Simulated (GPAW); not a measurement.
A calculation with GPAW 26.7.0 of FeO (Wuestite) (ASE script, structure by space group and Wyckoff sites):

The input run.py:

```python
from ase.dft.bandgap import bandgap
from ase.io import write
from ase.spacegroup import crystal
from ase.units import GPa
from gpaw import GPAW, PW

# Fe 4a
# O 4b
atoms = crystal(['Fe', 'O'],
                basis=[[0.0, 0.0, 0.0],
                       [0.5, 0.0, 0.0]],
                spacegroup=225, setting=1,  # Fm-3m
                cellpar=[4.3108, 4.3108, 4.3108, 90.0, 90.0, 90.0],
                primitive_cell=True)
atoms.set_initial_magnetic_moments([4.0, 0.0])

calc = GPAW(mode=PW(600),
            xc='LDA',
            kpts={'size': (9, 9, 9), 'gamma': True},
            occupations={'name': 'fermi-dirac', 'width': 0.05},
            nbands=17,
            maxiter=120,
            txt='gpaw.txt')
atoms.calc = calc
energy = atoms.get_potential_energy()
forces = atoms.get_forces()
stress = atoms.get_stress()
calc.write('gs.gpw')
write('result.traj', atoms)
print(f'Energy: {energy:.6f} eV')
print('Forces (eV/A):')
print(forces.round(4))
print('Stress (GPa):', (stress / GPa).round(3))
print('Moments:', calc.get_magnetic_moments().round(3))
print('Fermi level:', round(calc.get_fermi_level(), 4), 'eV')
print(f'Gap: {bandgap(calc)[0]:.4f} eV, direct: {bandgap(calc, direct=True)[0]:.4f} eV')
```

Potentials or basis: the program's PAW data sets (release 1.2.1) made for this functional, pw.

Launch:

```sh
$ OMP_NUM_THREADS=1 python run.py
```

**Question.** Write the same calculation in another form: ASE script, structure typed inline.

**Answer.** As run:

The input run.py:

```python
from ase import Atoms
from ase.dft.bandgap import bandgap
from ase.io import write
from ase.units import GPa
from gpaw import GPAW, PW

atoms = Atoms(['Fe', 'O'],
              cell=[[0.0, 2.1554, 2.1554],
                    [2.1554, 0.0, 2.1554],
                    [2.1554, 2.1554, 0.0]],
              scaled_positions=[[0.0, 0.0, 0.0],
                                [0.5, 0.5, 0.5]],
              pbc=True)
atoms.set_initial_magnetic_moments([4.0, 0.0])

calc = GPAW(mode=PW(600),
            xc='LDA',
            kpts={'size': (9, 9, 9), 'gamma': True},
            occupations={'name': 'fermi-dirac', 'width': 0.05},
            nbands=17,
            maxiter=120,
            txt='gpaw.txt')
atoms.calc = calc
energy = atoms.get_potential_energy()
forces = atoms.get_forces()
stress = atoms.get_stress()
calc.write('gs.gpw')
write('result.traj', atoms)
print(f'Energy: {energy:.6f} eV')
print('Forces (eV/A):')
print(forces.round(4))
print('Stress (GPa):', (stress / GPa).round(3))
print('Moments:', calc.get_magnetic_moments().round(3))
print('Fermi level:', round(calc.get_fermi_level(), 4), 'eV')
print(f'Gap: {bandgap(calc)[0]:.4f} eV, direct: {bandgap(calc, direct=True)[0]:.4f} eV')
```

Potentials or basis: the program's PAW data sets (release 1.2.1) made for this functional, pw.

Run with:

```sh
$ OMP_NUM_THREADS=1 python run.py
```

Both were run:

|  | ASE script, structure by space group and Wyckoff sites | ASE script, structure typed inline |
| --- | --- | --- |
| Pressure | -19.8 GPa | -19.8 GPa |
| Band gap on the k mesh | none (metal or under the smearing width) | none (metal or under the smearing width) |
| Net moment | 4.00 μB per cell | 4.00 μB per cell |
| Site moments | Fe +3.51; O +0.25 μB | Fe +3.51; O +0.25 μB |

Keys that steer only the numerical path or the files written may differ.

Caveat: the cutoff is short for stress and forces, so pressures can be off by a GPa or more; so large a pressure means that the cell lies far from this level's equilibrium, or that cutoff or potentials fall short; a cell with one magnetic atom can't hold antiferromagnetic order, which such compounds often take; semilocal functionals often make such compounds metallic where correlation or magnetic order opens a gap, which also shifts bond lengths.
